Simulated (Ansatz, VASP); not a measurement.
## Cross-check of AlN between VASP and Ansatz

One calculation is typed for both programs; each brings its own data sets and cutoff. How far apart do they land?

Main program and level: Ansatz 0.2.0; plane waves, with VASP 6.6.1 beside it; single point at PBEsol and single point at LDA.

## 1. Starting point

It takes space group F-43m (No. 216, cubic). Conventional cell: a = 4.368 Å, b = 4.368 Å, c = 4.368 Å, α = 90.00°, β = 90.00°, γ = 90.00°. Al has 4 N at 1.89 Å nearest. Nearest to N lie 4 Al at 1.89 Å. Farther neighbours and most contacts between anions are not listed.

## 2. VASP: single point, PBEsol

With cell and atoms fixed, the geometry can't cause a difference; cores, projectors, grids and the points listed under the comparison can.

Lines of VASP's logs that name or quote its potential files are left out, and so is its time.

Input file INCAR:

```
SYSTEM = AlN
PREC = Accurate
ENCUT = 520
EDIFF = 1E-05
NELM = 100
ISMEAR = 0
SIGMA = 0.05
LREAL = .FALSE.
ALGO = Normal
GGA = PS
NBANDS = 10
LORBIT = 11
LWAVE = .FALSE.
LCHARG = .FALSE.
KPAR = 4
```

Input file POSCAR:

```
AlN
1.0
    0.0000000000      2.1839935596      2.1839935596
    2.1839935596      0.0000000000      2.1839935596
    2.1839935596      2.1839935596      0.0000000000
Al N
1 1
Direct
    0.0000000000      0.0000000000      0.0000000000
    0.2500000000      0.2500000000      0.2500000000
```

Input file KPOINTS:

```
Automatic mesh
0
Gamma
8 8 8
0 0 0
```

Potentials, in the order of the species: Al and N (PBE family, release 64).

Run with:

```console
$ mpirun -np 4 vasp_std
```

Numbers of over 12 decimals in the logs are rounded to 6 here.

The program printed:

```text
[banner, memory and clock lines left out]
running    4 mpi-ranks, on    1 nodes
 distrk:  each k-point on    1 cores,    4 groups
 distr:  one band on    1 cores,    1 groups

 POSCAR found type information on POSCAR AlN
 POSCAR found :  2 types and       2 ions
|                                                                             |
|               ----> ADVICE to this user running VASP <----                  |
|                                                                             |
|     You enforced a specific xc type in the INCAR file but a different       |
|     [... a line on the potential file left out ...]
|     I HOPE YOU KNOW WHAT YOU ARE DOING!                                     |
|                                                                             |

 LDA part: xc-table for (Slater+PW92), standard interpolation
 POSCAR, INCAR and KPOINTS ok, starting setup
 FFT: planning ... GRIDC
 FFT: planning ... GRID_SOFT
 FFT: planning ... GRID
 WAVECAR not read
 entering main loop
       N       E                     dE             d eps       ncg     rms          rms(c)
DAV:   1     0.106613214247E+02    0.10661E+02   -0.39318E+03   588   0.663E+02
DAV:   2    -0.169593251392E+02   -0.27621E+02   -0.26347E+02   694   0.142E+02
DAV:   3    -0.178391941371E+02   -0.87987E+00   -0.87890E+00   686   0.258E+01
DAV:   4    -0.178431382460E+02   -0.39441E-02   -0.39439E-02   658   0.186E+00
DAV:   5    -0.178431856488E+02   -0.47403E-04   -0.47402E-04   656   0.197E-01    0.829E+00
DAV:   6    -0.156544251435E+02    0.21888E+01   -0.11281E+01   648   0.179E+01    0.289E+00
DAV:   7    -0.156287501131E+02    0.25675E-01   -0.12669E-01   622   0.302E+00    0.200E+00
DAV:   8    -0.156112943510E+02    0.17456E-01   -0.23257E-02   604   0.158E+00    0.487E-01
DAV:   9    -0.156105737010E+02    0.72065E-03   -0.19704E-03   664   0.296E-01    0.220E-01
DAV:  10    -0.156106010237E+02   -0.27323E-04   -0.18371E-04   626   0.964E-02    0.221E-02
DAV:  11    -0.156106011844E+02   -0.16078E-06   -0.88255E-07   316   0.984E-03
   1 F= -.15610601E+02 E0= -.15610601E+02  d E =-.135450E-21
```

Parts of OUTCAR (step 2):

```text
ion  position               nearest neighbor table
   1  0.000  0.000  0.000-   2 1.89   2 1.89   2 1.89   2 1.89
   2  0.250  0.250  0.250-   1 1.89   1 1.89   1 1.89   1 1.89

  LATTYP: Found a face centered cubic cell.
 ALAT       =     4.3679871192

 Subroutine GETGRP returns: Found 24 space group operations
 (whereof 24 operations were pure point group operations)

The static configuration has the point symmetry T_d .

 Found     29 irreducible k-points:

   k-points           NKPTS =     29   k-points in BZ     NKDIM =     29   number of bands    NBANDS=     10

   dimension x,y,z NGX =    24 NGY =   24 NGZ =   24
   dimension x,y,z NGXF=    48 NGYF=   48 NGZF=   48

   ENCUT  =  520.0 eV  38.22 Ry    6.18 a.u.   5.74  5.74  5.74*2*pi/ulx,y,z

   NELECT =       8.0000    total number of electrons

 k-points in reciprocal lattice and weights: Automatic mesh
   0.00000000  0.00000000  0.00000000       0.002
   0.12500000  0.00000000  0.00000000       0.016
   0.25000000  0.00000000  0.00000000       0.016
   0.37500000  0.00000000  0.00000000       0.016
   0.50000000  0.00000000  0.00000000       0.008
   0.12500000  0.12500000  0.00000000       0.012
   0.25000000  0.12500000  0.00000000       0.047
   0.37500000  0.12500000  0.00000000       0.047
   0.50000000  0.12500000  0.00000000       0.047
[...]
-0.37500000  0.50000000  0.12500000       0.023
  -0.25000000  0.50000000  0.25000000       0.012

 average (electrostatic) potential at core
       1 -71.3227       2 -59.9979

 E-fermi :   6.2009

 k-point     1 :       0.0000    0.0000    0.0000
  band No.  band energies     occupation
      1      -9.0801      2.00000
      2       5.8782      2.00000
      3       5.8782      2.00000
      4       5.8782      2.00000
      5      10.0108      0.00000
      6      18.3467      0.00000
      7      18.3467      0.00000
      8      18.3467      0.00000
      9      23.4654      0.00000
    ...

 k-point     2 :       0.1250    0.0000    0.0000
  band No.  band energies     occupation
      1      -8.8504      2.00000
      2       4.6863      2.00000
      3       5.7992      2.00000
      4       5.7992      2.00000
      5      10.9560      0.00000
      6      17.7703      0.00000
      7      18.5194      0.00000
      8      18.5194      0.00000
      9      21.9058      0.00000
    ...

 k-point     3 :       0.2500    0.0000    0.0000
  band No.  band energies     occupation
      1      -8.2186      2.00000
      2       2.5899      2.00000
      3       5.6212      2.00000
      4       5.6212      2.00000
      5      12.2639      0.00000
      6      16.7520      0.00000
      7      18.1031      0.00000
      8      18.1031      0.00000
      9      22.0376      0.00000
    ...

  Total        0.1724517      0.1724517      0.1724517      0.0000000      0.0000000     -0.0000000
  in kB       13.2615383     13.2615383     13.2615383      0.0000000      0.0000000     -0.0000000
  external PRESSURE =      13.2615383 kB  Pullay stress =       0.0000000 kB

  energy-cutoff  :      520.00
  volume of cell :       20.83
      direct lattice vectors                 reciprocal lattice vectors
     0.000000000  2.183993560  2.183993560    -0.228938404  0.228938404  0.228938404
     2.183993560  0.000000000  2.183993560     0.228938404 -0.228938404  0.228938404
     2.183993560  2.183993560  0.000000000     0.228938404  0.228938404 -0.228938404

 POSITION                                       TOTAL-FORCE (eV/Angst)
 -----------------------------------------------------------------------------------
      0.00000      0.00000      0.00000        -0.000000     -0.000000     -0.000000
      1.09200      1.09200      1.09200         0.000000      0.000000      0.000000
 -----------------------------------------------------------------------------------
    total drift:                                0.000000      0.000000      0.000000

  FREE ENERGIE OF THE ION-ELECTRON SYSTEM (eV)
  ---------------------------------------------------
  free  energy   TOTEN  =       -15.6106011844 eV

  energy  without entropy=      -15.6106011844  energy(sigma->0) =      -15.61060118

 total charge
# of ion       s       p       d       tot
------------------------------------------
    1        0.371   0.448   0.000   0.819
    2        1.218   2.626   0.000   3.844
--------------------------------------------------
tot          1.589   3.074   0.000   4.663

[... 3 further parts left out ...]
```

The run ends at a pressure of 1.33 GPa.

## 3. Ansatz: single point, PBEsol

Ansatz runs on its default PAW (the set named soft_2) files.

The same cell, functional, mesh and smearing now go to Ansatz, which takes its cutoff from its data sets.

Input file input.yaml:

```yaml
crystal:
  lattice:
    - [0.0, 2.1839935596, 2.1839935596]
    - [2.1839935596, 0.0, 2.1839935596]
    - [2.1839935596, 2.1839935596, 0.0]
  atoms:
    - { symbol: Al, position: [0.0, 0.0, 0.0] }
    - { symbol: "N", position: [0.25, 0.25, 0.25] }
hamiltonian:
  xc: pbesol
  pseudopotentials: { kind: paw }
kpoints:
  mp_grid: { grid: [8, 8, 8] }
scf:
  occupations: { method: gaussian, width: 0.05 }
  n_extra_bands: 4
output:
  forces: true
  stress: true
  eigenvalues: true
```

Run with:

```console
$ ansatz run input.yaml --threads 2 --pin off --max-ram 4608MiB --backend cpu --events-out ev --progress --plain --runs-dir out
```

The program printed:

```text
scf.n_extra_bands = 4 over 4 filled bands (N_el = 8.0): the run solves 8 bands
Engine: ansatz 0.2.0, aarch64-unknown-linux-gnu
Pseudopotentials: kind: paw
Pseudopotential: Al, paw, valence charge 3, recommended cutoff 420 eV (normal), Al.paw.azcp
Pseudopotential: N, paw, valence charge 5, recommended cutoff 420 eV (normal), N.paw.azcp
Functional definition: PBEsol
  exchange = pbesol_x
  correlation = pbesol_c
Crystal: 2 atoms, lattice volume = 20.835 Å³
Basis set: ecut = 420 eV, 411 PW (Γ), exchange–correlation on 48×48×48 points (8 copies of the dense FFT grid, shifted against one another)
Bands: 8, of which v1, the nominal top of the filled ones, is band 4 counted from 1 (3 counted from 0)
Symmetry: 24 space group operations
Space group: F-43m (ITA 216), of the structure as read, at distance tolerance 2.8e-5 Å
k-points: 29 of 512 (time reversal used)
Non-local potential: Al, projectors of the file, l = 0: 2, l = 1: 2, l = 2: 1
Non-local potential: N, projectors of the file, l = 0: 2, l = 1: 2, l = 2: 1
PAW form: soft (Blöchl's): semilocal exchange-correlation on the pseudo side does not see the compensation charge
PAW frozen core: Al, regenerated for the run's functional, and the local potential with it (the file was generated under x = pbe(κ = 0.804, μ = 0.219515), c = pbe(β = 0.066725))
PAW frozen core: N, regenerated for the run's functional, and the local potential with it (the file was generated under x = pbe(κ = 0.804, μ = 0.219515), c = pbe(β = 0.066725))
PAW one-centre angular grid: Al, 110 points (default); XC on 64 Gauss nodes
PAW one-centre angular grid: N, 110 points (default); XC on 64 Gauss nodes
Initial density: superposition of atomic densities (neutral atoms: chi_scale 0, normalization atom), corrected by the library's trained network
Initial wavefunctions: pseudopotential atomic-orbital guess
Functional: x = pbesol(κ = 0.804, μ = 0.123457), c = pbesol(β = 0.046)
SCF iter   1: F=—  HF=-905.919224 eV  |F-HF|=—  |Δ(HF+E_count)|=         —  Δρ=9.90e-3  dr2=2.18e-2  ethr=1.77e-3  ⟨swp⟩=4.6  Hψ=1691  notcnv=0
preconditioner: auto → none  [insulator: Δε(μ)=3.050 eV  Ē_g=15.238 eV  σ=0.050 eV  W_gap=1.00  n_scr=0 (ndim 8)  ℏωp=23.0 eV  f_vac=0.000  D(μ)=0.00/eV (n_scr^D=0)  ε∞_Penn≈3.3]
SCF iter   2: F=—  HF=-905.913798 eV  |F-HF|=—  |Δ(HF+E_count)|=   5.43e-3  Δρ=4.19e-3  dr2=2.83e-3  ethr=2.73e-4  ⟨swp⟩=2.7  Hψ=639  notcnv=0
SCF iter   3: F=—  HF=-905.912923 eV  |F-HF|=—  |Δ(HF+E_count)|=   8.76e-4  Δρ=6.12e-4  dr2=4.20e-5  ethr=3.54e-5  ⟨swp⟩=2.6  Hψ=376  notcnv=0
SCF iter   4: F=—  HF=-905.912952 eV  |F-HF|=—  |Δ(HF+E_count)|=   2.97e-5  Δρ=5.93e-5  dr2=2.60e-7  ethr=5.25e-7  ⟨swp⟩=1.6  Hψ=272  notcnv=0
iter 5 did not close the SCF: its close was put off for the readings that it lacked (scf_convergence_deferred on its scf_iter line)
SCF iter   5: F=-905.912952 eV  HF=-905.912952 eV  |F-HF|=1.03e-9  |Δ(HF+E_count)|=   1.18e-7  Δρ=6.48e-6  dr2=4.56e-9  ethr=3.25e-9  ⟨swp⟩=2.3  Hψ=345  notcnv=0
SCF iter   6: F=-905.912952 eV  HF=-905.912952 eV  |F-HF|=1.26e-11  |Δ(HF+E_count)|=  3.39e-10  Δρ=5.56e-7  dr2=3.98e-11  ethr=5.71e-11  ⟨swp⟩=1.5  Hψ=702  notcnv=0
SCF 1 converged in 6 iterations: F = -905.912952 eV  dr2 = 3.98e-11
  greatest PAW one-centre occupation: 0.786 electrons in one spin orbital (limit 2), on the N atom at site 1 (counted from 0), in its partial waves of l = 0
SCF converged after 6 iterations
Free energy (F): -905.912952 eV
Harris-Foulkes:  -905.912952 eV  (|F-HF|=1.26e-11)
Internal energy: -905.912952 eV  (E = F + TS)
E sigma→0 (E₀):  -905.912952 eV
Fermi energy:    8.470427 eV
--- Per-component energies (eV) ---
  E_band       = 14.539453
  E_kinetic    = 158.832931
  E_local      = -221.669355  (includes V_loc(G=0)·N_el)
  E_nonlocal   = 55.746325
  E_hartree    = 76.215819
  E_xc         = -100.695390
  E_vxc        = -107.464062  (∫ρ·V_xc dr)
  E_paw        = -577.787059  (= ΣΔE_a)
  E_vpaw       = -23.338033  (= ΣTr[D̂ρ^β])
  E_aug_tail   = 0.000094  (compensation charges beyond the density's cutoff)
  E_ewald      = -296.603555
  E_core_change = 0.047238  (= ΣΔE_core)
  E_smearing   = -0.000000  (= −TS)
  E_closure    = 0.000000  (closes the sum)
  Σ components = -905.912952   (vs F -905.912952, Δ=0.00e0)
--- Forces (eV/Å), atoms counted from 1 ---
  atom   1  Al     0.00000000    -0.00000000    -0.00000000
  atom   2  N     -0.00000000     0.00000000    -0.00000000
  max |Σ_I F_I| component: 1.30e-16 eV/Å
--- Stress (GPa, compression-positive) ---
        1.340280      -0.000000      -0.000000
        0.000000       1.340280       0.000000
       -0.000000       0.000000       1.340280
  P = ⅓ Tr σ = 1.3403 GPa (13.403 kbar)
--- Band table (eV; the first three rows and the last of 29) ---
  k-point 0: bands = ["-8.0768", "6.8726", "6.8726", "6.8726", "10.9895", "19.3407", "19.3407", "19.3407"]
  k-point 1: bands = ["-7.8473", "5.6804", "6.7938", "6.7938", "11.9375", "18.7660", "19.5116", "19.5116"]
  k-point 2: bands = ["-7.2164", "3.5858", "6.6159", "6.6159", "13.2487", "17.7475", "19.0907", "19.0907"]
  k-point 28: bands = ["-5.2933", "3.0722", "3.3902", "4.1414", "12.8170", "18.1366", "18.7435", "18.9928"]
```

Elapsed: 0.93 s, on 2 threads of Arm Neoverse N1, shared host; peak memory 0.25 GiB.

The run ends at a pressure of 1.34 GPa.

## 4. Side by side

Known differences besides the potentials themselves: the cutoff is 420 eV in Ansatz and 520 eV in VASP; Ansatz makes its cores anew for this functional, VASP keeps those of its PBE data sets; VASP leaves aspherical gradient terms in its spheres out (LASPH is not set), Ansatz keeps them. Total energies have different zeros and are not compared.

Both answers:

```csv
quantity,Ansatz,VASP,difference
pressure (GPa),1.34,1.33,+0.01
pressure without Ansatz's Pulay correction (GPa),0.82,1.33,-0.51
gap on the k mesh (eV),3.196,3.187,+0.009
```

A gap on the mesh is an upper bound, since the band edges may lie between its points. Ansatz's pressure holds a Pulay correction of 0.52 GPa; VASP's holds none.

## 5. What the set-up changes

Further runs change the set-up of one program: Ansatz's method, potentials or start, or VASP's data sets, cutoff or form of LDA. The table gives Ansatz less VASP for each quantity, since a change that brings one quantity closer may part another.

```csv
run,pressure (GPa),gap on the k mesh (eV)
as above,0.014,0.0091
Ansatz's all-electron LAPW method,-0.13,0.0038
```

## 6. VASP: single point, LDA, volume scaled by 1.015

With cell and atoms fixed, the geometry can't cause a difference; cores, projectors, grids and the points listed under the comparison can.

The input asks for a relaxation, which ended at its first step since no free force or stress exceeded the threshold; so it serves as a single point.

Input file INCAR:

```
SYSTEM = AlN
PREC = Accurate
ENCUT = 560
EDIFF = 1E-06
NELM = 100
ISMEAR = 0
SIGMA = 0.03
LREAL = .FALSE.
ALGO = Normal
GGA = CA
NBANDS = 10
LORBIT = 11
LWAVE = .FALSE.
LCHARG = .FALSE.
KPAR = 4
IBRION = 2
NSW = 30
ISIF = 4
EDIFFG = -0.01
```

Input file POSCAR:

```
AlN
1.0
    0.0000000000      2.1840283441      2.1840283441
    2.1840283441      0.0000000000      2.1840283441
    2.1840283441      2.1840283441      0.0000000000
Al N
1 1
Direct
    0.0000000000      0.0000000000      0.0000000000
    0.2500000000      0.2500000000      0.2500000000
```

KPOINTS is that of step 2.

The projector-augmented-wave data sets are Al and N (LDA family, release 64).

Run with:

```console
$ mpirun -np 4 vasp_std
```

The program printed:

```text
[banner, memory and clock lines left out]
running    4 mpi-ranks, on    1 nodes
[...]
LDA part: xc-table for (Slater(with rela. corr.)+CA(PZ))
 , standard interpolation
 POSCAR, INCAR and KPOINTS ok, starting setup
[...]
entering main loop
       N       E                     dE             d eps       ncg     rms          rms(c)
DAV:   1     0.928692940755E+01    0.92869E+01   -0.42022E+03   604   0.722E+02
DAV:   2    -0.181173753364E+02   -0.27404E+02   -0.25993E+02   708   0.131E+02
DAV:   3    -0.188975032895E+02   -0.78013E+00   -0.77902E+00   696   0.212E+01
DAV:   4    -0.189006798329E+02   -0.31765E-02   -0.31765E-02   656   0.163E+00
[...]
DAV:  10    -0.163726167688E+02   -0.20338E-04   -0.59889E-05   638   0.593E-02    0.422E-02
DAV:  11    -0.163726154379E+02    0.13309E-05   -0.12941E-06   608   0.893E-03    0.866E-03
DAV:  12    -0.163726154301E+02    0.77639E-08   -0.34536E-08   312   0.161E-03
   1 F= -.16372615E+02 E0= -.16372615E+02  d E =-.163726E+02
[...]
reached required accuracy - stopping structural energy minimisation
```

Parts of OUTCAR (step 6):

```text
  Total       -0.3952390     -0.3952390     -0.3952390     -0.0000000      0.0000000     -0.0000000
  in kB      -30.3924393    -30.3924393    -30.3924393     -0.0000000      0.0000000     -0.0000000
  external PRESSURE =     -30.3924393 kB  Pullay stress =       0.0000000 kB

 POSITION                                       TOTAL-FORCE (eV/Angst)
 -----------------------------------------------------------------------------------
      0.00000      0.00000      0.00000         0.000000      0.000000      0.000000
      1.09201      1.09201      1.09201        -0.000000     -0.000000     -0.000000
 -----------------------------------------------------------------------------------
    total drift:                               -0.000000     -0.000000     -0.000000

  FREE ENERGIE OF THE ION-ELECTRON SYSTEM (eV)
  ---------------------------------------------------
  free  energy   TOTEN  =       -16.3726154301 eV

  energy  without entropy=      -16.3726154301  energy(sigma->0) =      -16.37261543

 reached required accuracy - stopping structural energy minimisation

[... 1 part as in an earlier step ...]

[... 2 further parts left out ...]
[key lines of the parts left out:]
E-fermi :   5.8419
```

The run keeps the 24 symmetry operations of its start, so it cannot find a distortion of lower symmetry.

## 7. Ansatz: single point, LDA, volume scaled by 1.015

The same cell, functional (in two slightly different forms), mesh and smearing now go to Ansatz, which takes its cutoff from its data sets.

The cell is a member of a volume series, scaled by 1.015 from a relaxed one, so a pressure remains.

input.yaml, the sections that differ from step 3:

```yaml
crystal:
  lattice:
    - [0.0, 2.18402834, 2.18402834]
    - [2.18402834, 0.0, 2.18402834]
    - [2.18402834, 2.18402834, 0.0]
  atoms:
    - { symbol: Al, position: [0.0, 0.0, 0.0] }
    - { symbol: "N", position: [0.25, 0.25, 0.25] }
hamiltonian:
  xc: lda
  pseudopotentials: { kind: paw }
scf:
  occupations: { method: gaussian, width: 0.03 }
  n_extra_bands: 4
# kpoints, output: as in step 3
```

Run with:

```console
$ ansatz run input.yaml --threads 2 --pin off --max-ram 4608MiB --backend cpu --events-out ev --progress --plain --runs-dir out
```

The program printed:

```text
[...]
Crystal: 2 atoms, lattice volume = 20.836 Å³
Basis set: ecut = 420 eV, 411 PW (Γ)
Bands: 8, of which v1, the nominal top of the filled ones, is band 4 counted from 1 (3 counted from 0)
Symmetry: 24 space group operations
[...]
k-points: 29 of 512 (time reversal used)
[...]
Free energy (F): -889.807412 eV
[...]
Internal energy: -889.807412 eV  (E = F + TS)
E sigma→0 (E₀):  -889.807412 eV
Fermi energy:    8.297390 eV
[...]
--- Stress (GPa, compression-positive) ---
       -3.613795      -0.000000      -0.000000
       -0.000000      -3.613795       0.000000
        0.000000       0.000000      -3.613795
  P = ⅓ Tr σ = -3.6138 GPa (-36.138 kbar)
--- Band table (eV; the first three rows and the last of 29) ---
[...]
[key lines of the parts left out:]
SCF converged after 6 iterations
```

Wall time 0.86 s (2 threads); peak memory 0.24 GiB.

The run ends at a pressure of -3.61 GPa.

## 8. Differences

What differs besides the data sets and the points named for the pairs above, as far as they apply: the two LDA forms differ slightly; the cutoff is 420 eV in Ansatz and 560 eV in VASP; VASP's log shows a relativistic correction to its local exchange, Ansatz's none. Total energies have different zeros and are not compared.

Both answers:

```csv
quantity,Ansatz,VASP,difference
pressure (GPa),-3.61,-3.04,-0.57
pressure without Ansatz's Pulay correction (GPa),-4.28,-3.04,-1.24
gap on the k mesh (eV),3.244,3.223,+0.021
```

A gap on the mesh is an upper bound, since the band edges may lie between its points. Ansatz's pressure holds a Pulay correction of 0.66 GPa; VASP's holds none.

(Part 1 of 2 ends here.)

[Lines on the potential files, build, host, timing and source positions are cut from VASP's logs without a mark.]

[Logs are printed without paths, hosts, clocks, repeated set-up lines and the standing remarks that a program may print on its own settings, such as how far it seeks lower states.]

[Hosts, paths, dates, database ids (printed as entryN), source tags and the programs' standing remarks are cut or masked in the printed files.]
